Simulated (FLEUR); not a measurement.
# Zr (P6_3/mmc) in FLEUR: further runs, part 2 of 3

FLEUR MaX-R8.1 (later development tree). Earlier steps stand in the parts before.

## Step 4: Single point, HSE06

inp.xml

```xml
<?xml version="1.0" encoding="UTF-8" standalone="no"?>
<fleurInput fleurInputVersion="0.39">
   <comment>
      Zr                                                                                                  
   </comment>
   <calculationSetup>
      <cutoffs Kmax="4.1" Gmax="12.7" GmaxXC="12.7" numbands="40"/>
      <scfLoop itmax="30" minDistance="0.0001" maxIterBroyd="15" imix="Anderson" alpha="0.05" precondParam="0.0" spinf="2.0"/>
      <coreElectrons ctail="T" frcor="F" kcrel="0" coretail_lmax="0"/>
      <xcFunctional name="hse" relativisticCorrections="F"/>
      <magnetism jspins="1"/>
      <prodBasis gcutm="3.0" bands="36" tolerance="0.0001" lexp="16" ewaldlambda="3"/>
      <soc l_soc="F" theta="0.0" phi="0.0" spav="F"/>
      <expertModes spex="0" secvar="F"/>
      <geometryOptimization l_f="F" forcealpha="1.0" forcemix="BFGS" epsdisp="0.00001" epsforce="0.00001"/>
      <ldaU l_linMix="F" mixParam="0.05" spinf="1.0"/>
   </calculationSetup>
   <cell>
      <bzIntegration valenceElectrons="24.0" mode="hist" fermiSmearingEnergy="0.00183747">
         <kPointListSelection listName="default-1"/>
         <!-- k-points included here -->
         <xi:include xmlns:xi="http://www.w3.org/2001/XInclude" href="kpts.xml"> </xi:include>
      </bzIntegration>
      <!-- symmetry operations included here -->
      <xi:include xmlns:xi="http://www.w3.org/2001/XInclude" href="sym.xml"> </xi:include>
      <bulkLattice scale="1.0">
         <bravaisMatrix>
            <row-1>    6.1075948347072000     0.0000000000000000     0.0000000000000000</row-1>
            <row-2>   -3.0537974173536000     5.2893322828198945     0.0000000000000000</row-2>
            <row-3>    0.0000000000000000     0.0000000000000000     9.7264203633161994</row-3>
         </bravaisMatrix>
      </bulkLattice>
   </cell>
   <atomSpecies>
      <species name="Zirconium (Zr)" element="Zr" atomicNumber="40">
         <mtSphere radius="2.66" gridPoints="879" logIncrement="0.015"/>
         <atomicCutoffs lmax="10" lnonsphr="10"/>
         <electronConfig flipSpins="F">
            <coreConfig>(1s1/2) (2s1/2) (2p1/2) (2p3/2) (3s1/2) (3p1/2) (3p3/2) (3d3/2) (3d5/2)</coreConfig>
            <valenceConfig>(4s1/2) (4p1/2) (4p3/2) (5s1/2) (4d3/2) (4d5/2)</valenceConfig>
            <stateOccupation state="(4d3/2)" spinUp="0.400000" spinDown="0.400000"/>
            <stateOccupation state="(4d5/2)" spinUp="0.600000" spinDown="0.600000"/>
         </electronConfig>
         <energyParameters s="5" p="5" d="4" f="4"/>
         <prodBasis lcutm="4" lcutwf="10" select="4 0 4 2"/>
         <lo type="SCLO" l="0" n="4" eDeriv="0"/>
         <lo type="SCLO" l="1" n="4" eDeriv="0"/>
         <lo type="SCLO" l="1" n="4" eDeriv="1"/>
         <lo type="SCLO" l="2" n="4" eDeriv="2"/>
         <lo type="SCLO" l="3" n="4" eDeriv="2"/>
      </species>
   </atomSpecies>
   <atomGroups>
      <atomGroup species="Zirconium (Zr)">
         <relPos label="                   1">-1.000/3.000 1.000/3.000 -1.000/4.000</relPos>
         <relPos label="                   2">1.000/3.000 -1.000/3.000 1.000/4.000</relPos>
         <force calculate="T" relaxXYZ="TTT"/>
      </atomGroup>
   </atomGroups>
   <output dos="F" band="F" slice="F">
      <checks vchk="F" cdinf="F"/>
      <bandDOS minEnergy="-.5*Htr" maxEnergy="0.5*Htr" sigma="0.015" storeEVData="T"/>
      <vacuumDOS vacdos="F" integ="F" star="F" nstars="0" locx1="0.0" locy1="0.0" locx2="0.0" locy2="0.0" nstm="0" tworkf="0.0"/>
      <unfoldingBand unfoldBand="F" supercellX="1" supercellY="1" supercellZ="1"/>
      <plotting iplot="0" polar="F">
         <plot TwoD="T" vec1="  1.0  0.0  0.0" vec2="  0.0  1.0  0.0" vec3="  0.0  0.0  1.0" zero="  0.0  0.0  0.0" file="plot"/>
      </plotting>
      <chargeDensitySlicing numkpt="0" minEigenval="0.0" maxEigenval="0.0" nnne="0" pallst="F"/>
      <specialOutput eonly="F"/>
      <magneticCircularDichroism mcd="F" energyLo="-10.0" energyUp="0.0"/>
   </output>
  <!-- We include the file relax.xml here to enable relaxations (see documentation) -->
  <xi:include xmlns:xi="http://www.w3.org/2001/XInclude" href="relax.xml"> <xi:fallback/> </xi:include>
</fleurInput>
```

crystal.txt

```
Zr
&input cartesian=F /
3.2320000000  0.0000000000  0.0000000000
-1.6160000000  2.7989941050  0.0000000000
0.0000000000  0.0000000000  5.1470000000
1.8897261246
1.0 1.0 1.0

2
40 0.6666666666  0.3333333332  0.7500000000
40 0.3333333332  0.6666666666  0.2500000000

&kpt div1=5 div2=5 div3=3 gamma=T /
```

Potentials or basis: all-electron, FLAPW.

Command:

```
inpgen -f crystal.txt -profile fastHighL; OMP_NUM_THREADS=2 fleur -warn_only
```

The program printed:

```text
Welcome to FLEUR        (www.flapw.de)
      MaX-Release 8.1          (www.max-centre.eu)
************FLEUR-Warning*****************
Error message: Hybrid calculations should always use HDF5
*****************************************
 bands (prodBasis in inp.xml) is read and not used: the non-local exchange is built in the LAPW basis itself, without a cut in the bands.

 ========== k-point set info ==========
 Selected k-point list: default-1
 k-point list type: mesh
 5 x 5 x 3
 Number of k points: 10

 ------------Calculation Setup---------------------------
 Number of OMP-threads    :            2
 Number of basis functions:          443
 Approximate size of matrices (H+S) per k-point:         0.003 GB
 --------------------------------------------------------
 Iteration:           1  Distance:   4.3126030672927183       hyb distance:  -1.0000000000000000
 Iteration:           2  Distance:   3.9838760090676226       hyb distance:   4.3126030672927183
 Iteration:           3  Distance:   1.4483985714135035       hyb distance:   3.9838760090676226
 Iteration:           4  Distance:  0.50172011247302273       hyb distance:   1.4483985714135035
 Iteration:           5  Distance:  0.35903861527039999       hyb distance:  0.50172011247302273
 Iteration:           6  Distance:   4.1107570910329017E-002  hyb distance:  0.35903861527039999
 Iteration:           7  Distance:   3.9746614350496798E-002  hyb distance:   4.1107570910329017E-002
 Iteration:           8  Distance:   3.5593148025420086E-003  hyb distance:   3.9746614350496798E-002
 Iteration:           9  Distance:   3.8985715529521225E-004  hyb distance:   3.5593148025420086E-003
 Iteration:          10  Distance:   4.0106923158745737E-004  hyb distance:   3.8985715529521225E-004

[... 44 further cycles ...]
 Iteration:           4  Distance:   9.0785430607766592E-006  hyb distance:   4.2836130873863424E-005
 iterHF =    7
 start of coulomb calculation
 coulomb pw-loop nk: (1/10)
 coulomb pw-loop nk: (2/10)
 coulomb pw-loop nk: (3/10)
 coulomb pw-loop nk: (4/10)
 coulomb pw-loop nk: (5/10)
 coulomb pw-loop nk: (6/10)
 coulomb pw-loop nk: (7/10)
 coulomb pw-loop nk: (8/10)
 coulomb pw-loop nk: (9/10)
 coulomb pw-loop nk: (10/10)
 kpoint=            1
 calculate new HF matrix
 exchange_valence_hf
 core exchange calculation
 Screening parameter:   0.11000000000000000
 kpoint=            2
 exchange_valence_hf
 core exchange calculation
 Screening parameter:   0.11000000000000000
 kpoint=            3
 exchange_valence_hf
 core exchange calculation
 Screening parameter:   0.11000000000000000
 kpoint=            4
 exchange_valence_hf
 core exchange calculation
 Screening parameter:   0.11000000000000000
 kpoint=            5
 exchange_valence_hf
 core exchange calculation
 Screening parameter:   0.11000000000000000
 kpoint=            6
 exchange_valence_hf
 core exchange calculation
 Screening parameter:   0.11000000000000000
 kpoint=            7
 exchange_valence_hf
 core exchange calculation
 Screening parameter:   0.11000000000000000
 kpoint=            8
 exchange_valence_hf
 core exchange calculation
 Screening parameter:   0.11000000000000000
 kpoint=            9
 exchange_valence_hf
 core exchange calculation
 Screening parameter:   0.11000000000000000
 kpoint=           10
 exchange_valence_hf
 core exchange calculation
 Screening parameter:   0.11000000000000000
 Reset of history
 Iteration:           0  Distance:   5.4566841093853279E-004  hyb distance:   9.0785430607766592E-006
 Iteration:           1  Distance:   5.0555627123478506E-004  hyb distance:   5.4566841093853279E-004
 Iteration:           2  Distance:   7.5017459371578269E-005  hyb distance:   5.0555627123478506E-004
 Iteration:           3  Distance:   1.3594037800879987E-005  hyb distance:   7.5017459371578269E-005
 iterHF =    8
 start of coulomb calculation
 coulomb pw-loop nk: (1/10)
 coulomb pw-loop nk: (2/10)
 coulomb pw-loop nk: (3/10)
 coulomb pw-loop nk: (4/10)
 coulomb pw-loop nk: (5/10)
 coulomb pw-loop nk: (6/10)
 coulomb pw-loop nk: (7/10)
 coulomb pw-loop nk: (8/10)
 coulomb pw-loop nk: (9/10)
 coulomb pw-loop nk: (10/10)
 kpoint=            1
 calculate new HF matrix
 exchange_valence_hf
 core exchange calculation
 Screening parameter:   0.11000000000000000
 kpoint=            2
 exchange_valence_hf
 core exchange calculation
 Screening parameter:   0.11000000000000000
 kpoint=            3
 exchange_valence_hf
 core exchange calculation
 Screening parameter:   0.11000000000000000
 kpoint=            4
 exchange_valence_hf
 core exchange calculation
 Screening parameter:   0.11000000000000000
 kpoint=            5
 exchange_valence_hf
 core exchange calculation
 Screening parameter:   0.11000000000000000
 kpoint=            6
 exchange_valence_hf
 core exchange calculation
 Screening parameter:   0.11000000000000000
 kpoint=            7
 exchange_valence_hf
 core exchange calculation
 Screening parameter:   0.11000000000000000
 kpoint=            8
 exchange_valence_hf
 core exchange calculation
 Screening parameter:   0.11000000000000000
 kpoint=            9
 exchange_valence_hf
 core exchange calculation
 Screening parameter:   0.11000000000000000
 kpoint=           10
 exchange_valence_hf
 core exchange calculation
 Screening parameter:   0.11000000000000000
 Reset of history
 Iteration:           0  Distance:   1.9284761180716402E-004  hyb distance:   1.3594037800879987E-005
 Iteration:           1  Distance:   1.7860021346641138E-004  hyb distance:   1.9284761180716402E-004
 Iteration:           2  Distance:   2.5837140116143690E-005  hyb distance:   1.7860021346641138E-004
 Iteration:           3  Distance:   4.2751048623704236E-006  hyb distance:   2.5837140116143690E-005
 iterHF =    9
 start of coulomb calculation
 coulomb pw-loop nk: (1/10)
 coulomb pw-loop nk: (2/10)
 coulomb pw-loop nk: (3/10)
 coulomb pw-loop nk: (4/10)
 coulomb pw-loop nk: (5/10)
 coulomb pw-loop nk: (6/10)
 coulomb pw-loop nk: (7/10)
 coulomb pw-loop nk: (8/10)
 coulomb pw-loop nk: (9/10)
 coulomb pw-loop nk: (10/10)
 kpoint=            1
 calculate new HF matrix
 exchange_valence_hf
 core exchange calculation
 Screening parameter:   0.11000000000000000
 kpoint=            2
 exchange_valence_hf
 core exchange calculation
 Screening parameter:   0.11000000000000000
 kpoint=            3
 exchange_valence_hf
 core exchange calculation
 Screening parameter:   0.11000000000000000
 kpoint=            4
 exchange_valence_hf
 core exchange calculation
 Screening parameter:   0.11000000000000000
 kpoint=            5
 exchange_valence_hf
 core exchange calculation
 Screening parameter:   0.11000000000000000
 kpoint=            6
 exchange_valence_hf
 core exchange calculation
 Screening parameter:   0.11000000000000000
 kpoint=            7
 exchange_valence_hf
 core exchange calculation
 Screening parameter:   0.11000000000000000
 kpoint=            8
 exchange_valence_hf
 core exchange calculation
 Screening parameter:   0.11000000000000000
 kpoint=            9
 exchange_valence_hf
 core exchange calculation
 Screening parameter:   0.11000000000000000
 kpoint=           10
 exchange_valence_hf
 core exchange calculation
 Screening parameter:   0.11000000000000000
 Reset of history
 Iteration:           0  Distance:   6.8662570864596521E-005  hyb distance:   4.2751048623704236E-006

 ********************************************************************
 Run finished successfully
 Stop message:
   all done
 ********************************************************************
```

Wall time 26 min (2 threads of AMD EPYC 7R13 (Zen 3), shared host); peak memory 0.23 GiB.

Results:

```
Free energy                                           : -195881.0223 eV
Band gap on the k mesh                                : none (metal or under the smearing width)
Valence electrons inside the program's atomic spheres : Zr 10.04 (radii Zr 2.66 bohr)
```

Core levels (eV from the Fermi level):
```csv
atom,levels
1 Zr,"1s1/2 -17811.8, 2s1/2 -2462.8, 2p1/2 -2253.9, 2p3/2 -2168.1, 3s1/2 -399.0, 3p1/2 -321.3, 3p3/2 -307.6, 3d3/2 -170.6, 3d5/2 -168.1"
2 Zr,"1s1/2 -17811.8, 2s1/2 -2462.8, 2p1/2 -2253.9, 2p3/2 -2168.1, 3s1/2 -399.0, 3p1/2 -321.3, 3p3/2 -307.6, 3d3/2 -170.6, 3d5/2 -168.1"
```

Caveat: the k mesh is coarse (spacing up to 0.45 Å⁻¹), so the values aren't converged, least of all with exact exchange; core states are solved in the semilocal potential.

[end of part 2 of 3]
